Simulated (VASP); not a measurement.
## NaCl: G0W0 quasiparticle levels with PBE

NaCl:

```xyz
2
Lattice="0.0000 2.7941 2.7941 2.7941 0.0000 2.7941 2.7941 2.7941 0.0000" Properties=species:S:1:pos:R:3 pbc="T T T"
Cl    2.7941    2.7941    2.7941
Na    0.0000    0.0000    0.0000
```

The cell is a database's computed one.

```json
{
  "Program": "VASP 6.6.1",
  "Task": "G0W0 quasiparticle levels",
  "Functional": "PBE",
  "Potentials or basis": "VASP PAW PBE potentials, release 64 (Cl_GW, Na_sv_GW)",
  "Cutoff": "500 eV",
  "k mesh": "5 × 5 × 5",
  "Occupations": "gaussian, width 0.01 eV",
  "Spin": "no spin polarisation",
  "Cutoff of the response function": "100",
  "Frequency points": "64",
  "Empty bands": "99",
  "GW scheme": "G0W0",
  "GW iterations": "1",
  "Further INCAR settings": "ALGO = EVGW0; EDIFF = 1e-08; NBANDS = 107"
}
```

| Property | Result |
| --- | --- |
| Band gap on the k mesh, mean-field level | 5.22 eV, direct |
| Quasiparticle gap | 7.94 eV |
| Least direct quasiparticle gap | 7.94 eV |

Levels at points of the mesh, in eV from the valence-band top:
| k point | band 6 | band 7 | band 8 | band 9 | band 10 | band 11 |
| --- | --- | --- | --- | --- | --- | --- |
| (0.00, 0.00, 0.00) | 0.00 | 0.00 | 0.00 | 5.22 | 11.06 | 11.06 |

Wall time 6.4 min on 1 thread of Intel(R) Xeon(R) Platinum 8488C (Sapphire Rapids), on a shared host, peak memory 0.46 GiB.

Caveat: bands, screening cutoff and mesh are small and nothing is extrapolated, so the quasiparticle values aren't converged.
